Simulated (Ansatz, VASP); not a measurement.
**Two plane-wave programs on PbO2**

```
Pb O
1.0
     0.00000    2.52601    2.52601
     2.52601    0.00000    2.52601
     2.52601    2.52601    0.00000
Pb O
1 2
Direct
  0.00000 0.00000 0.00000
  0.25000 0.25000 0.25000
  0.75000 0.75000 0.75000
```

Change from the starting cell: strain -0.050 along x and y, -0.050 along z, atoms carried along.

Alike in both runs: task single point; functional r2SCAN; k mesh 16 × 16 × 16; occupations gaussian, width 0.15 eV; no spin polarisation.

|  | VASP | Ansatz |
| --- | --- | --- |
| version | VASP 6.6.1 | Ansatz 0.2.0 |
| potentials or method | VASP PAW PBE potentials, release 64 (Pb_d, O) | scalar-relativistic, plane waves, PAW |
| plane-wave cutoff (eV) | 520 | 500 |
| valence electrons in the cell | 26 | 26 |

Ansatz gave:

```
gap on the k mesh at the Fermi level (eV) : none
pressure (GPa)                            : 36.7
```

Which values does VASP return?

gap on the k mesh at the Fermi level (eV): none; pressure (GPa): 38.7.

A gap of «none» marks a metal or a gap that the smearing closes. With one functional, cell and mesh, what is left measures potentials, basis and numerics.

Caveats: so large a pressure means that the cell lies far from this level's equilibrium, or that cutoff or potentials fall short (VASP); the potentials were made for another functional, which shifts forces and pressure (VASP). The runs have no spin-orbit coupling, so splittings on Pb are missing.
